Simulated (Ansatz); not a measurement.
# InGa17N18: the cost of one run

All numbers below are computed with Ansatz 0.2.0 (DFT PBEsol, scalar-relativistic, plane waves, PAW).

3 further runs of the same task are left out: 3 set aside as unsound or not needed.

### 1 The starting structure

The cell holds 36 atoms (Ga17InN18): a = 7.568 Å, b = 7.568 Å, c = 7.568 Å, α = 78.22°, β = 78.22°, γ = 78.22°.

The coordinates of this cell stand in the input of its own run.

The host was relaxed before at PBEsol: a = 3.183 Å, b = 3.183 Å, c = 5.185 Å, α = 90.00°, β = 90.00°, γ = 120.00° (conventional cell), 11.372 Å³/atom.

Places, in fractions of the supercell: In in place of Ga at (0.389, 0.722, 0.389). The start keeps the symmetry of the ideal site.

Earlier runs gave the host's free energy in this supercell, -74211.229 eV, its gap, 1.88 eV.

### 2 Charge 0, atoms relaxed

Contents of input.yaml:

```yaml
crystal:
  lattice:
    - [-4.7742026332, 2.7563871754, 5.1851995025]
    - [0.0, -5.5127743508, 5.1851995025]
    - [4.7742026331, 2.7563871755, 5.1851995025]
  atoms:
    - { symbol: In, position: [0.38861381, 0.7219471433, 0.38861381] }
    - { symbol: Ga, position: [0.7219471433, 0.38861381, 0.38861381] }
    - { symbol: Ga, position: [0.0552804766, 0.7219471433, 0.7219471433] }
    - { symbol: Ga, position: [0.0552804766, 0.0552804766, 0.38861381] }
    - { symbol: Ga, position: [0.38861381, 0.38861381, 0.7219471433] }
    - { symbol: Ga, position: [0.7219471433, 0.7219471433, 0.0552804766] }
    - { symbol: Ga, position: [0.7219471433, 0.0552804766, 0.7219471433] }
    - { symbol: Ga, position: [0.0552804766, 0.38861381, 0.0552804766] }
    - { symbol: Ga, position: [0.38861381, 0.0552804766, 0.0552804766] }
    - { symbol: Ga, position: [0.7775026989, 0.7775026989, 0.4441693655] }
    - { symbol: Ga, position: [0.1108360322, 0.4441693655, 0.4441693655] }
    - { symbol: Ga, position: [0.4441693655, 0.7775026989, 0.7775026989] }
    - { symbol: Ga, position: [0.4441693655, 0.1108360322, 0.4441693655] }
    - { symbol: Ga, position: [0.7775026989, 0.4441693655, 0.7775026989] }
    - { symbol: Ga, position: [0.1108360322, 0.7775026989, 0.1108360322] }
    - { symbol: Ga, position: [0.1108360322, 0.1108360322, 0.7775026989] }
    - { symbol: Ga, position: [0.4441693655, 0.4441693655, 0.1108360322] }
    - { symbol: Ga, position: [0.7775026989, 0.1108360322, 0.1108360322] }
    - { symbol: "N", position: [0.5141639678, 0.8474973011, 0.5141639678] }
    - { symbol: "N", position: [0.8474973011, 0.5141639678, 0.5141639678] }
    - { symbol: "N", position: [0.1808306345, 0.8474973011, 0.8474973011] }
    - { symbol: "N", position: [0.1808306345, 0.1808306345, 0.5141639678] }
    - { symbol: "N", position: [0.5141639678, 0.5141639678, 0.8474973011] }
    - { symbol: "N", position: [0.8474973011, 0.8474973011, 0.1808306345] }
    - { symbol: "N", position: [0.8474973011, 0.1808306345, 0.8474973011] }
    - { symbol: "N", position: [0.1808306345, 0.5141639678, 0.1808306345] }
    - { symbol: "N", position: [0.5141639678, 0.1808306345, 0.1808306345] }
    - { symbol: "N", position: [0.5697195234, 0.5697195234, 0.23638619] }
    - { symbol: "N", position: [0.9030528567, 0.23638619, 0.23638619] }
    - { symbol: "N", position: [0.23638619, 0.5697195234, 0.5697195234] }
    - { symbol: "N", position: [0.23638619, 0.9030528567, 0.23638619] }
    - { symbol: "N", position: [0.5697195234, 0.23638619, 0.5697195234] }
    - { symbol: "N", position: [0.9030528567, 0.5697195234, 0.9030528567] }
    - { symbol: "N", position: [0.9030528567, 0.9030528567, 0.5697195234] }
    - { symbol: "N", position: [0.23638619, 0.23638619, 0.9030528567] }
    - { symbol: "N", position: [0.5697195234, 0.9030528567, 0.9030528567] }
  host:
    lattice:
      - [3.1828017554, 0.0, 0.0]
      - [-1.5914008777, 2.7563871754, 0.0]
      - [0.0, 0.0, 5.1851995025]
    atoms:
      - { symbol: Ga, position: [0.6666666667, 0.3333333333, 0.4991747632] }
      - { symbol: Ga, position: [0.3333333333, 0.6666666667, 0.9991747632] }
      - { symbol: "N", position: [0.6666666667, 0.3333333333, 0.8758252368] }
      - { symbol: "N", position: [0.3333333333, 0.6666666667, 0.3758252368] }
basis:
  ecutwfc: 420
  xc_grid: 2
kpoints:
  mp_grid: { grid: [2, 2, 2], shift: [0.5, 0.5, 0.5] }
hamiltonian:
  xc: pbesol
scf:
  occupations: { method: gaussian, width: 0.02 }
output:
  forces: true
  stress: false
  eigenvalues: true
  charged_corrections: { defect_position: [0.38861381, 0.72194714, 0.38861381] }
relax:
  adjacent_minimum: "off"
  f_tol: 0.03
  max_steps: 40
```

The run is started by

```console
$ ansatz run input.yaml --threads 8 --pin off --max-ram 16384MiB --backend cpu --events-out ev --progress --plain --runs-dir out
```

Q: Estimate wall time and peak memory on 8 threads of Arm Neoverse V1, shared host.

About 21 s, with a peak of 1.1 GiB.
